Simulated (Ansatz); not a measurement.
# FeO (R-3m) in Ansatz: single point with PBE

Aim: the single point of FeO with PBE.

Everything below comes from runs of Ansatz 0.2.0. Logs are shortened: lines on timing, memory, paths and dates and some standing lists are left out, and cuts for length are marked.

## (1) The cell of the first run

It takes space group R-3m (No. 166, trigonal). Conventional cell: a = 3.035 Å, b = 3.035 Å, c = 7.547 Å, α = 90.00°, β = 90.00°, γ = 120.00°. Fe (site symmetry -3m) is surrounded by 6 O at 2.16 Å. O (site symmetry -3m) is surrounded by 6 Fe at 2.16 Å.

## (2) Single point, PBE, collinear spin, ferrimagnetic start (another cell of the same crystal, with 4 atoms)

input.yaml reads:

```yaml
crystal:
  lattice:
    - [0.0, 1.75246836, 5.03158916]
    - [-3.03536422, 0.0, 0.0]
    - [0.0, -1.75246835, 2.51579458]
  atoms:
    - { symbol: Fe, position: [0.0, 0.0, 0.0], spin: 3.0 }
    - { symbol: Fe, position: [0.5, 0.5, 0.0], spin: -1.5 }
    - { symbol: O, position: [0.5, 0.0, 0.5] }
    - { symbol: O, position: [0.0, 0.5, 0.5] }
hamiltonian:
  xc: pbe
  pseudopotentials: { kind: paw }
magnetization:
  spin_polarized: true
kpoints:
  mp_grid: { grid: [5, 6, 8] }
scf:
  occupations: { method: gaussian, width: 0.05 }
output:
  forces: true
  stress: true
  eigenvalues: true
```

Potentials or basis: Ansatz PAW.

The run is started by

```bash
$ ansatz run input.yaml --threads 2 --pin off --max-ram 5632MiB --backend cpu --events-out ev --progress --plain --runs-dir out
```

Output:

```text
Warning: RAYON_NUM_THREADS=2 ignored (pool sized by the plan → 2); use --threads N
Engine: ansatz 0.2.0, x86_64-unknown-linux-gnu
Pseudopotentials: kind: paw
Pseudopotential: Fe, paw, valence charge 16, recommended cutoff 420 eV (normal), Fe.paw.azcp
Pseudopotential: O, paw, valence charge 6, recommended cutoff 420 eV (normal), O.paw.azcp
Functional definition: PBE
  parameter kappa = 0.804
  parameter beta = 0.06672455060314922
  exchange = pbe_x(kappa = kappa, mu = beta*pi^2/3)
  correlation = pbe_c(beta = beta)
Crystal: 4 atoms, lattice volume = 40.147 Å³
Basis set: ecut = 420 eV, 787 PW (Γ), exchange–correlation on 72×48×48 points (8 copies of the dense FFT grid, shifted against one another)
Bands: 30, of which v1, the nominal top of the filled ones, is band 22 counted from 1 (21 counted from 0)
Symmetry: 4 space group operations
Space group: P2/m (ITA 10), of the structure as read, at distance tolerance 3.4e-5 Å
Magnetic group: BNS 10.42 (UNI 49), of the structure as read, at distance tolerance 3.4e-5 Å
k-points: 84 of 240
Non-local potential: Fe, projectors of the file, l = 0: 3, l = 1: 2, l = 2: 3, l = 3: 1
Non-local potential: O, projectors of the file, l = 0: 2, l = 1: 2, l = 2: 1
PAW form: soft (Blöchl's): semilocal exchange-correlation on the pseudo side does not see the compensation charge
PAW one-centre angular grid: Fe, 590 points (default); XC on 64 Gauss nodes
PAW one-centre angular grid: O, 110 points (default); XC on 64 Gauss nodes
Initial density: superposition of atomic densities (chi_scale 0.1, normalization cell, long waves kept (reshape's long-wave potential 0.00 eV rms))
Starting moments: Σ|m| = 4.5 μB on 2 of 4 sites
Initial wavefunctions: pseudopotential atomic-orbital guess
Functional: x = pbe(κ = 0.804, μ = 0.2195149727645171), c = pbe(β = 0.06672455060314922)
SCF iter   1: F=—  HF=-10093.684797 eV  |F-HF|=—  |Δ(HF+E_count)|=         —  Δρ=1.83e-1 (↑1.36e-1 ↓1.83e-1)  dr2=8.16e0  dr2_m=7.26e0  M=0.189 μB ∫|m|=6.851 μB  β_m=0.30  ethr=3.10e-3  ⟨swp⟩=4.9  Hψ=17155  notcnv=0  defer=7
Mixer restart at iter 1: flushing history
preconditioner: auto → Kerker (q_TF=auto, 2.770 Å⁻¹)  [metal: Δε(μ)=0.001 eV  Ē_g=10.015 eV  σ=0.050 eV  W_gap=0.01  n_scr=14 (ndim 8)  ℏωp=31.0 eV  f_vac=0.000  D(μ)=8.38/eV (n_scr^D=144)]
spin=Collinear: Kerker preconditioning applied to the charge; magnetization (m = ρ↑ − ρ↓) channel mixes plain (no charge-response kernel on spin).
SCF iter   2: F=—  HF=-10093.794008 eV  |F-HF|=—  |Δ(HF+E_count)|=   1.09e-1  Δρ=1.26e-1 (↑1.09e-1 ↓1.26e-1)  dr2=1.23e0  dr2_m=4.76e0  M=0.071 μB ∫|m|=7.291 μB  β_m=0.58  ethr=3.10e-3  ⟨swp⟩=3.2  Hψ=11007  notcnv=0  defer=368
SCF iter   3: F=—  HF=-10093.870474 eV  |F-HF|=—  |Δ(HF+E_count)|=   7.65e-2  Δρ=3.63e-2 (↑2.43e-2 ↓3.63e-2)  dr2=9.30e-1  dr2_m=9.51e-2  M=0.016 μB ∫|m|=7.306 μB  β_m=0.56  ethr=2.79e-3  ⟨swp⟩=2.8  Hψ=9317  notcnv=0  defer=347
SCF iter   4: F=—  HF=-10093.747934 eV  |F-HF|=—  |Δ(HF+E_count)|=   1.23e-1  Δρ=7.09e-3 (↑6.07e-3 ↓7.09e-3)  dr2=1.28e-2  dr2_m=1.02e-2  M=-0.009 μB ∫|m|=7.436 μB  β_m=0.78  ethr=2.11e-3  ⟨swp⟩=2.6  Hψ=8328  notcnv=0  defer=354
SCF iter   5: F=—  HF=-10093.752934 eV  |F-HF|=—  |Δ(HF+E_count)|=         —  Δρ=4.93e-3 (↑4.12e-3 ↓4.93e-3)  dr2=1.86e-3  dr2_m=6.76e-3  M=-0.002 μB ∫|m|=7.437 μB  β_m=0.78  ethr=2.92e-5  ⟨swp⟩=2.1  Hψ=8697  notcnv=0  defer=350
Mixer restart at iter 5: flushing history
SCF iter   6: F=—  HF=-10093.754913 eV  |F-HF|=—  |Δ(HF+E_count)|=   1.98e-3  Δρ=2.09e-3 (↑2.09e-3 ↓1.24e-3)  dr2=1.04e-3  dr2_m=8.43e-4  M=-0.009 μB ∫|m|=7.444 μB  β_m=0.89  ethr=4.23e-6  ⟨swp⟩=2.0  Hψ=9126  notcnv=0  defer=350
SCF iter   7: F=—  HF=-10093.755572 eV  |F-HF|=—  |Δ(HF+E_count)|=   6.59e-4  Δρ=2.25e-3 (↑1.89e-3 ↓2.25e-3)  dr2=4.31e-3  dr2_m=2.68e-4  M=0.017 μB ∫|m|=7.448 μB  β_m=0.66  ethr=2.36e-6  ⟨swp⟩=2.0  Hψ=9526  notcnv=0  defer=350
SCF iter   8: F=—  HF=-10093.755179 eV  |F-HF|=—  |Δ(HF+E_count)|=   3.93e-4  Δρ=4.03e-4 (↑3.23e-4 ↓4.03e-4)  dr2=9.67e-5  dr2_m=1.94e-5  M=0.001 μB ∫|m|=7.448 μB  β_m=0.83  ethr=2.36e-6  ⟨swp⟩=2.0  Hψ=9423  notcnv=0  defer=350
[...]
SCF 1 converged in 28 iterations: F = -10093.755230 eV  dr2 = 1.58e-8
[...]
SCF iter   4: F=—  HF=-10093.760054 eV  |F-HF|=—  |Δ(HF+E_count)|=   1.21e-4  Δρ=6.42e-4 (↑5.31e-4 ↓6.42e-4)  dr2=2.30e-4  dr2_m=5.16e-5  M=0.003 μB ∫|m|=7.412 μB  β_m=0.79  ethr=3.86e-7  ⟨swp⟩=2.0  Hψ=8584  notcnv=0
SCF iter   5: F=—  HF=-10093.760112 eV  |F-HF|=—  |Δ(HF+E_count)|=   5.84e-5  Δρ=3.65e-4 (↑3.65e-4 ↓2.94e-4)  dr2=9.30e-5  dr2_m=1.59e-5  M=0.004 μB ∫|m|=7.412 μB  β_m=0.84  ethr=3.86e-7  ⟨swp⟩=2.0  Hψ=8143  notcnv=0
SCF iter   6: F=—  HF=-10093.760096 eV  |F-HF|=—  |Δ(HF+E_count)|=   1.66e-5  Δρ=2.17e-4 (↑2.17e-4 ↓1.63e-4)  dr2=1.27e-5  dr2_m=7.62e-6  M=0.001 μB ∫|m|=7.412 μB  β_m=0.92  ethr=2.11e-7  ⟨swp⟩=2.0  Hψ=8163  notcnv=0
SCF iter   7: F=—  HF=-10093.760108 eV  |F-HF|=—  |Δ(HF+E_count)|=   1.17e-5  Δρ=1.88e-4 (↑1.88e-4 ↓1.58e-4)  dr2=1.84e-5  dr2_m=5.63e-6  M=-0.001 μB ∫|m|=7.412 μB  β_m=0.96  ethr=2.88e-8  ⟨swp⟩=2.7  Hψ=8456  notcnv=0
SCF iter   8: F=—  HF=-10093.760113 eV  |F-HF|=—  |Δ(HF+E_count)|=   5.17e-6  Δρ=3.94e-5 (↑3.89e-5 ↓3.94e-5)  dr2=4.13e-7  dr2_m=2.72e-7  M=0.000 μB ∫|m|=7.413 μB  β_m=0.98  ethr=2.88e-8  ⟨swp⟩=2.3  Hψ=8161  notcnv=0
SCF iter   9: F=—  HF=-10093.760113 eV  |F-HF|=—  |Δ(HF+E_count)|=   6.08e-7  Δρ=2.17e-5 (↑1.55e-5 ↓2.17e-5)  dr2=1.28e-7  dr2_m=6.07e-8  M=0.000 μB ∫|m|=7.413 μB  β_m=0.99  ethr=9.39e-10  ⟨swp⟩=2.0  Hψ=8798  notcnv=0
SCF iter  10: F=—  HF=-10093.760114 eV  |F-HF|=—  |Δ(HF+E_count)|=   1.64e-7  Δρ=8.57e-6 (↑7.64e-6 ↓8.57e-6)  dr2=4.41e-8  dr2_m=6.69e-9  M=0.000 μB ∫|m|=7.413 μB  β_m=1.00  ethr=2.90e-10  ⟨swp⟩=2.0  Hψ=8766  notcnv=0
SCF iter  11: F=—  HF=-10093.760114 eV  |F-HF|=—  |Δ(HF+E_count)|=   1.62e-8  Δρ=7.30e-6 (↑6.32e-6 ↓7.30e-6)  dr2=5.20e-8  dr2_m=3.66e-9  M=-0.000 μB ∫|m|=7.413 μB  β_m=0.96  ethr=1.00e-10  ⟨swp⟩=2.0  Hψ=8594  notcnv=0
SCF iter  12: F=-10093.760114 eV  HF=-10093.760114 eV  |F-HF|=7.95e-10  |Δ(HF+E_count)|=   1.32e-9  Δρ=2.68e-6 (↑1.91e-6 ↓2.68e-6)  dr2=2.53e-9  dr2_m=6.62e-10  M=-0.000 μB ∫|m|=7.413 μB  ethr=1.00e-10  ⟨swp⟩=2.0  Hψ=14632  notcnv=0
SCF 2 converged in 12 iterations: F = -10093.760114 eV  dr2 = 2.53e-9
The result is that of the SCF that stage 1 started: 0.0049 eV lower in free energy than the state whose close was followed first; 28 iterations were spent on what was left
WARN: an SCF from ferromagnetic starting moments (-3.55, -3.55, 0.00, 0.00 Bohr magnetons, atom by atom) was not made, by what the run has read of turns of its moments that order reads lower: the deck asks for what bars it, or types moments that do (magnetization.spin_polarized, in the input reference, names some of the keys), or the run goes by scf.lower_state_search: light, the default, which as a rule tries one only behind a close that has lost an order of both signs, or on which an open d or half-filled 4f shell of a PAW file has lost a moment that was set nearer to Hund's than to what is left; or, under a Hubbard U, one that names an f shell that the input leaves bare beside given moments, or a larger moment for a shell of low spin that is given one. standard, with a start from the atoms, tries one behind each close (in a relaxation, ahead of its steps or at their end). To set out from that order, type those moments (crystal.atoms[].spin; where shells were raised to Hund's moment, beside crystal.symmetry.detect: false) under scf.lower_state_search: light. The bands of the close that named these starting moments, or of the one ahead of a search that led to it (under cold or Methfessel-Paxton smearing those of the Gaussian ahead of it) read a cost of -678.55 meV for the turn to them, carried on from a small turn (-678.55 by the pairs of d shells alone)
SCF converged after 12 iterations
Magnetization: -0.0000 μB (22.0000 up, 22.0000 down)
Absolute magnetization: 7.4129 μB (∫|ρ↑−ρ↓|, with the PAW one-centre terms)
Spin contamination: 3.8310 ħ² per cell (⟨S²⟩ above its minimum at these occupations)
Per-site moments (μB) at R_I (Å): [(3.3398453505926438, 0.889839174330677), (-3.339855337212776, 0.889839174330677), (-0.10067689823344082, 0.889839174330677), (0.10067494645691982, 0.889839174330677)]
Free energy (F): -10093.760114 eV
Harris-Foulkes:  -10093.760114 eV  (|F-HF|=7.95e-10)
Internal energy: -10093.752810 eV  (E = F + TS)
E sigma→0 (E₀):  -10093.756462 eV
Entropy (-TS):   -0.007303 eV (-1.826 meV/atom)
Fermi energy:    14.698152 eV
--- Per-component energies (eV) ---
  E_band       = -531.102056
  E_kinetic    = 1031.080058
  E_local      = -5209.346237  (includes V_loc(G=0)·N_el)
  E_nonlocal   = 560.119359
  E_hartree    = 2126.676141
  E_xc         = -375.836779
  E_vxc        = -481.932145  (∫ρ·V_xc dr)
  E_paw        = -3059.545861  (= ΣΔE_a)
  E_vpaw       = -684.383392  (= ΣTr[D̂ρ^β])
  E_aug_tail   = 0.006662  (compensation charges beyond the density's cutoff)
  E_ewald      = -5166.906153
  E_smearing   = -0.007303  (= −TS)
  E_closure    = -0.000000  (closes the sum)
  Σ components = -10093.760114   (vs F -10093.760114, Δ=0.00e0)
--- Forces (eV/Å), atoms counted from 1 ---
  atom   1  Fe    -0.00000000     0.00000000     0.00000000
  atom   2  Fe    -0.00000000     0.00000000    -0.00000000
  atom   3  O     -0.00000000    -0.00000000     0.00000000
  atom   4  O     -0.00000000     0.00000000    -0.00000000
  max |Σ_I F_I| component: 1.14e-28 eV/Å
--- Stress (GPa, compression-positive) ---
       -1.040956       0.000000      -0.000000
        0.000000       3.676984       1.200316
       -0.000000       1.200205       1.658293
  P = ⅓ Tr σ = 1.4314 GPa (14.314 kbar)
--- Band table (eV; the first three rows and the last of 168) ---
  k-point 0 ↑: bands = ["-75.0948", "-71.0608", "-41.4701", "-41.1560", "-40.8317", "-37.3042", "-37.2172", "-37.1033", "-5.9907", "-4.8096", "7.3782", "9.7227", "9.8168", "10.3033", "10.8733", "10.9524", "10.9658", "10.9720", "11.2451", "11.4546", "11.6846", "13.2894", "14.6279", "14.8906", "14.9836", "15.1755", "15.4253", "20.4998", "23.4933", "25.8966"]
  k-point 1 ↑: bands = ["-75.0946", "-71.0605", "-41.4739", "-41.1557", "-40.8313", "-37.3090", "-37.2170", "-37.1027", "-5.8371", "-4.8135", "7.3847", "8.9794", "9.4439", "9.7332", "10.1937", "10.3239", "10.7544", "11.2480", "11.7886", "12.1146", "12.1991", "13.5526", "14.6574", "14.9509", "15.5189", "15.6896", "15.9479", "20.8626", "23.6341", "25.2279"]
  k-point 2 ↑: bands = ["-75.0940", "-71.0598", "-41.4831", "-41.1550", "-40.8303", "-37.3207", "-37.2164", "-37.1015", "-5.4444", "-4.8173", "7.0748", "7.9626", "8.3688", "8.8024", "9.4752", "9.7080", "11.2129", "11.5145", "12.0680", "13.0402", "13.1431", "14.0924", "14.7776", "15.0547", "16.2957", "16.3431", "17.5977", "21.0733", "23.3593", "25.0242"]
  k-point 83 ↓: bands = ["-75.0927", "-71.0583", "-41.4707", "-41.1537", "-40.8612", "-37.3049", "-37.2145", "-37.1393", "-4.8625", "-4.6896", "6.2172", "6.4490", "8.0915", "8.1456", "8.8362", "9.1430", "11.5796", "11.9720", "12.4379", "13.6177", "14.1617", "14.9207", "15.2338", "15.2969", "16.9237", "17.2379", "19.5302", "19.6256", "23.0314", "23.8109"]
```

Wall time 94 s (2 threads of Intel Xeon at 2.70GHz, shared host); peak memory 0.56 GiB.

What came out:

* Free energy: -10093.7601 eV
* Pressure: 1.4 GPa
* Band gap on the k mesh: none (metal or under the smearing width)
* Net moment: 0.00 μB per cell
* Absolute moment: 7.41 μB per cell
* Site moments: Fe +3.34, -3.34; O -0.10, +0.10 μB

Stress tensor (GPa, compression positive):
```
-1.04  0.00  0.00
 0.00  3.68  1.20
 0.00  1.20  1.66
```

Levels at points of the mesh, in eV from the Fermi level:
Spin up:
```csv
k point,band 19,band 20,band 21,band 22,band 23,band 24,band 25,band 26
"(0.00, 0.00, 0.00)",-3.45,-3.24,-3.01,-1.41,-0.07,0.19,0.29,0.48
"(0.00, 0.00, -0.50)",-2.40,-0.69,-0.35,0.28,0.41,0.70,2.66,2.71
"(0.00, -0.50, 0.00)",-2.40,-2.17,-0.39,0.00,0.22,0.48,0.98,2.68
"(0.00, -0.50, -0.50)",-2.71,-2.61,-1.66,-0.32,0.04,0.64,1.04,1.84
```
Spin down:
```tsv
k point	band 20	band 21	band 22	band 23	band 24	band 25
(0.00, 0.00, 0.00)	-3.24	-3.01	-1.41	-0.07	0.19	0.29
(0.00, 0.00, -0.50)	-0.69	-0.35	0.28	0.41	0.70	2.66
(0.00, -0.50, 0.00)	-2.17	-0.39	0.00	0.22	0.48	0.98
(0.00, -0.50, -0.50)	-2.61	-1.66	-0.32	0.04	0.64	1.04
```

Caveat: the magnetic or orbital state may not be the lowest; the pressure holds a Pulay correction of +0.7 GPa for the finite cutoff; semilocal functionals often make such compounds metallic where correlation or magnetic order opens a gap, which also shifts bond lengths.
